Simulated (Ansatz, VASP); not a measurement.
# CdF2: VASP beside Ansatz, part 2 of 2

Aim: how closely do two programs agree when they are given the same cell, functional and k mesh? The cell is taken from a series of VASP runs on this material, whose earlier steps may have relaxed, scaled or displaced it; both programs get it as it stands. Valence electrons are named where the data sets of a main pair hold unlike numbers.

VASP 6.6.1 and Ansatz 0.2.0.

So far: The starting structure; VASP: zone-centre phonons, LDA.

## 3. Ansatz: zone-centre phonons, LDA

Level of this step: Ansatz beside VASP: Kohn-Sham DFT, plane waves, LDA (Ansatz).

Ansatz runs on its default PAW (the set named soft_2) files.

The same cell, functional (in two slightly different forms) and mesh now go to Ansatz, which takes its cutoff from its data sets.

The input, input.yaml:

```yaml
crystal:
  lattice:
    - [0.0, 2.6573146293, 2.6573146293]
    - [2.6573146293, 0.0, 2.6573146293]
    - [2.6573146293, 2.6573146293, 0.0]
  atoms:
    - { symbol: Cd, position: [0.0, 0.0, 0.0] }
    - { symbol: F, position: [0.75, 0.75, 0.75] }
    - { symbol: F, position: [0.25, 0.25, 0.25] }
hamiltonian:
  xc: lda
  pseudopotentials: { kind: paw }
kpoints:
  mp_grid: { grid: [14, 14, 14] }
scf:
  occupations: { method: fixed }
phonons:
  method: dfpt
  qpoints: [[0, 0, 0]]
  dielectric: true
  rigid_motions: translations
```

Command:

```bash
ansatz run input.yaml --threads 4 --pin off --max-ram 9216MiB --backend cpu --events-out ev --progress --plain --runs-dir out
```

Numbers of over 12 decimals in the logs are rounded to 6 here.

Log:

```text
Engine: ansatz 0.2.0, aarch64-unknown-linux-gnu
Pseudopotentials: kind: paw
Pseudopotential: Cd, paw, valence charge 20, recommended cutoff 420 eV (normal), Cd.paw.azcp
Pseudopotential: F, paw, valence charge 7, recommended cutoff 420 eV (normal), F.paw.azcp
Functional definition: SPW92
  exchange = slater_x
  correlation = pw_c
Crystal: 3 atoms, lattice volume = 37.528 Å³
Basis set: ecut = 420 eV, 725 PW (Γ), exchange–correlation on 54×54×54 points (8 copies of the dense FFT grid, shifted against one another)
Bands: 21, of which v1, the nominal top of the filled ones, is band 17 counted from 1 (16 counted from 0)
Symmetry: 48 space group operations
k-points: 428 of 2744 (irreducible under 4 space group operations, time reversal used)
Non-local potential: Cd, projectors of the file, l = 0: 3, l = 1: 2, l = 2: 2, l = 3: 1
Non-local potential: F, projectors of the file, l = 0: 2, l = 1: 2, l = 2: 1
PAW form: soft (Blöchl's): semilocal exchange-correlation on the pseudo side does not see the compensation charge
PAW frozen core: Cd, regenerated for the run's functional, and the local potential with it (the file was generated under x = pbe(κ = 0.804, μ = 0.219515), c = pbe(β = 0.066725))
PAW frozen core: F, regenerated for the run's functional, and the local potential with it (the file was generated under x = pbe(κ = 0.804, μ = 0.219515), c = pbe(β = 0.066725))
PAW one-centre angular grid: Cd, 590 points (default); XC on 64 Gauss nodes
PAW one-centre angular grid: F, 110 points (default); XC on 64 Gauss nodes
Initial density: superposition of atomic densities (neutral atoms: chi_scale 0, normalization atom), corrected by the library's trained network
Initial wavefunctions: pseudopotential atomic-orbital guess
Functional: x = slater, c = lda
SCF iter   1: F=—  HF=-9706.394998 eV  |F-HF|=—  |Δ(HF+E_count)|=         —  Δρ=2.36e-2  dr2=1.48e-1  ethr=1.77e-3  ⟨swp⟩=4.1  Hψ=32164  notcnv=0  defer=676
preconditioner: auto → none  [insulator: Δε(μ)=2.682 eV  Ē_g=16.354 eV  n_scr=14 (ndim 8)  ℏωp=30.9 eV  f_vac=0.123  ε∞_Penn≈4.6]
SCF iter   2: F=—  HF=-9706.359050 eV  |F-HF|=—  |Δ(HF+E_count)|=   3.59e-2  Δρ=1.22e-2  dr2=2.74e-2  ethr=4.34e-4  ⟨swp⟩=2.0  Hψ=18837  notcnv=0  defer=851
SCF iter   3: F=—  HF=-9706.350412 eV  |F-HF|=—  |Δ(HF+E_count)|=   8.64e-3  Δρ=2.04e-3  dr2=7.34e-4  ethr=8.06e-5  ⟨swp⟩=2.0  Hψ=15368  notcnv=0  defer=851
SCF iter   4: F=—  HF=-9706.350182 eV  |F-HF|=—  |Δ(HF+E_count)|=   2.30e-4  Δρ=8.58e-4  dr2=8.74e-5  ethr=2.16e-6  ⟨swp⟩=1.7  Hψ=9943  notcnv=0  defer=762
SCF iter   5: F=—  HF=-9706.350144 eV  |F-HF|=—  |Δ(HF+E_count)|=   3.76e-5  Δρ=2.94e-5  dr2=1.58e-7  ethr=2.57e-7  ⟨swp⟩=2.0  Hψ=14552  notcnv=0  defer=3
SCF iter   6: F=—  HF=-9706.350134 eV  |F-HF|=—  |Δ(HF+E_count)|=   9.91e-6  Δρ=4.14e-6  dr2=3.27e-9  ethr=4.65e-10  ⟨swp⟩=2.2  Hψ=12589  notcnv=0
SCF iter   7: F=-9706.350134 eV  HF=-9706.350134 eV  |F-HF|=0.00e0  |Δ(HF+E_count)|=  2.69e-10  Δρ=2.09e-7  dr2=6.70e-12  ethr=1.00e-12  ⟨swp⟩=7.0  Hψ=47444  notcnv=0
SCF 1 converged in 7 iterations: F = -9706.350134 eV  dr2 = 6.70e-12
  greatest PAW one-centre occupation: 1.000 electrons in one spin orbital (limit 2), on the Cd atom at site 0 (counted from 0), in its partial waves of l = 0
NSCF: frozen V_eff on 2 k-points
DFPT response loops at Γ: preconditioner auto → none (the input reference at scf.mixing.eps_inf says where Resta's filter doesn't serve); β = 0.50; Broyden in place of MSR1
SCF converged after 7 iterations
Free energy (F): -9706.350134 eV
Harris-Foulkes:  -9706.350134 eV  (|F-HF|=0.00e0)
Internal energy: -9706.350134 eV  (E = F + TS)
E sigma→0 (E₀):  -9706.350134 eV
Fermi energy:    6.646379 eV
--- Per-component energies (eV) ---
  E_band       = -472.040045
  E_kinetic    = 915.989514
  E_local      = -4152.804968  (includes V_loc(G=0)·N_el)
  E_nonlocal   = 196.137824
  E_hartree    = 1835.531530
  E_xc         = -330.275751
  E_vxc        = -421.727495  (∫ρ·V_xc dr)
  E_paw        = -4325.692992  (= ΣΔE_a)
  E_vpaw       = -680.702040  (= ΣTr[D̂ρ^β])
  E_aug_tail   = 0.004091  (compensation charges beyond the density's cutoff)
  E_ewald      = -3846.232455
  E_core_change = 0.993072  (= ΣΔE_core)
  E_smearing   = -0.000000  (= −TS)
  E_closure    = 0.000000  (closes the sum)
  Σ components = -9706.350134   (vs F -9706.350134, Δ=0.00e0)
--- Band table (eV; the first three rows and the last of 428) ---
  k-point 0: bands = [... 13 lower, 5.5240, 6.2305, 6.2305, 6.2305, 9.6080, 19.1461, 19.1461, 19.1461]
  k-point 1: bands = [... 13 lower, 5.4936, 6.1960, 6.2271, 6.2271, 9.8212, 18.8683, 19.2302, 19.2302]
  k-point 2: bands = [... 13 lower, 5.3989, 6.0229, 6.2243, 6.2243, 10.3848, 18.2524, 19.4721, 19.4721]
  k-point 427: bands = [... 13 lower, 4.9533, 5.0169, 5.9574, 6.6255, 14.7427, 17.4256, 18.4594, 18.7962]
--- Phonons (Γ-DFPT): 2 representative perturbations + reference, on 428 of 2744 k-points (Σ response iterations 8) ---
  k mesh reduced under 4 symmetry operations, with k and −k counted as one. Each operation leaves every solved perturbation unchanged. A smaller set is not considered because the run solves the response to a homogeneous field
  ASR residual: 5.254e-5 → 0.000e0 eV/Å²; symmetrization residual: 8.662e-7 eV/Å²
  ASR residual per site (eV/Å²): 4.94e-5 5.25e-5 5.25e-5
  Γ frequencies (cm⁻¹): 0.00 0.00 0.00 230.25 230.25 230.25 313.06 313.06 313.06
  ε∞ (high-frequency dielectric tensor):
        2.936569    -0.000000    -0.000000
        0.000000     2.936569    -0.000000
        0.000000     0.000000     2.936569
  ε⁰ (static dielectric tensor: ions relaxed, cell fixed):
        8.210725     0.000000    -0.000000
        0.000000     8.210725    -0.000000
       -0.000000    -0.000000     8.210725
  ε⁰ − ε∞ (ionic part):
        5.274156     0.000000    -0.000000
        0.000000     5.274156    -0.000000
       -0.000000    -0.000000     5.274156
  softest optical mode at Γ: 230.25 cm⁻¹; the repairs (sum rule, projections) moved no ω² at Γ by more than (0.93 cm⁻¹)²
  Born effective charges Z* (e; rows j = field, columns β = displacement):
    site 0:
         2.46086   -0.00000   -0.00000
         0.00000    2.46086    0.00000
         0.00000   -0.00000    2.46086
    site 1:
        -1.23043    0.00000   -0.00000
        -0.00000   -1.23043   -0.00000
         0.00000    0.00000   -1.23043
    site 2:
        -1.23043    0.00000    0.00000
        -0.00000   -1.23043   -0.00000
         0.00000    0.00000   -1.23043
  Z* charge neutrality: 2.627e-5 e pre-enforcement
  k-mesh period / interband length: 52.6 Å / 1.40 Å = 37.53 at k = (0.0000, 0.0000, 0.0000), direct gap 3.377 eV — 14 or more, which is no proof of convergence
  optical modes at Γ without the LO–TO term, one row a degenerate level:
      ω (cm⁻¹)  modes    IR ((D/Å)²/amu)
        230.25      3            14.7594
        313.06      3             0.0000
  optical modes at Γ + LO–TO along q̂ = [1.0000, 0.0000, 0.0000]:
      ω (cm⁻¹)  modes    IR ((D/Å)²/amu)
        230.25      2             9.8396
        313.06      3             0.0000
        385.01      1             4.9198
  optical modes at Γ + LO–TO along q̂ = [0.0000, 1.0000, 0.0000]:
      ω (cm⁻¹)  modes    IR ((D/Å)²/amu)
        230.25      2             9.8396
        313.06      3             0.0000
        385.01      1             4.9198
  optical modes at Γ + LO–TO along q̂ = [0.0000, 0.0000, 1.0000]:
      ω (cm⁻¹)  modes    IR ((D/Å)²/amu)
        230.25      2             9.8396
        313.06      3             0.0000
        385.01      1             4.9198
--- Phonons (arbitrary-q DFPT): 1 explicit q-point ---
  q = [0, 0, 0] (of the zone-centre solve; hermiticity 3.12e-7, symmetrization 3.55e-10): -0.00 -0.00 -0.00 230.25 230.25 230.25 313.06 313.06 313.06
  sum rule: each row above includes the acoustic sum rule's correction from the zone centre's row sums; it moved no ω² by more than (0.87 cm⁻¹)²
```

Elapsed: 52 s, on 4 threads of Arm Neoverse V1, shared host; peak memory 1.3 GiB; 3.3 min of CPU time.

## 4. Differences

Known differences besides the potentials themselves: the two LDA forms differ slightly; the data sets hold 34 valence electrons in Ansatz (on its default PAW (the set named soft_2) files) and 26 in VASP; the cutoff is 420 eV in Ansatz and 560 eV in VASP; VASP's log shows a relativistic correction to its local exchange, Ansatz's none. Total energies have different zeros and are not compared.

Compared:

```tsv
quantity	Ansatz	VASP	difference
ε∞ xx	2.94	2.88	+1.82 %
ε∞ yy	2.94	2.88	+1.82 %
ε∞ zz	2.94	2.88	+1.82 %
Born charge of Cd1 (mean of the diagonal) (e)	2.46	2.43	+0.04
Born charge of F2 (mean of the diagonal) (e)	-1.23	-1.21	-0.02
optical mode 1 to 3 (cm⁻¹)	230.2	244.7	-5.92 %
optical mode 4 to 6 (cm⁻¹)	313.1	320.5	-2.31 %
```

Modes are paired by rising frequency, not by their patterns, so a pair may set unlike modes beside each other; they are those without the splitting of longitudinal modes.

## 5. Other set-ups

Further runs change the set-up of one program: Ansatz's method, potentials or start, or VASP's data sets, cutoff or form of LDA. The table gives Ansatz less VASP for each quantity, since a change that brings one quantity closer may part another.

```tsv
run	ε∞ xx (%)	ε∞ yy (%)	ε∞ zz (%)	optical mode 1 to 3 (%)	optical mode 4 to 6 (%)	Born charge of Cd1 (mean of the diagonal) (e)
as above	1.8	1.8	1.8	-5.9	-2.3	0.035
cores kept as stored	1.8	1.8	1.8	-5.9	-2.3	0.036
Ansatz's all-electron LAPW method				-5.5	-2.2
```

## 6. Outcome

| Quantity | Value |
| --- | --- |
| r.m.s. difference of the optical zone-centre modes, each program's sorted by frequency (zone-centre phonons, LDA) | 12 cm⁻¹ |
| difference in optical mode 1 to 3 (zone-centre phonons, LDA) | -5.9 % |

**Reading.** The r.m.s. difference of the optical zone-centre modes, each program's sorted by frequency is 12 cm⁻¹ (zone-centre phonons, LDA). The data sets hold unlike numbers of valence electrons (34 in Ansatz and 26 in VASP), so part of the differences comes from the potentials. Among the rows given in per cent, the largest difference of the zone-centre phonons, LDA pair is in optical mode 1 to 3, -5.9 %. For zone-centre phonons, LDA, no further run moves any of the tabulated differences by more than a quarter of its size. 2 further runs of this series are not shown here. How closely two codes agree says nothing of how well the functional describes the real material.

[Lines on the potential files, build, host, timing and source positions are cut from VASP's logs without a mark.]

[Logs are printed without paths, hosts, clocks, repeated set-up lines and the standing remarks that a program may print on its own settings, such as how far it seeks lower states.]

[Hosts, paths, dates, database ids (printed as entryN), source tags and the programs' standing remarks are cut or masked in the printed files.]
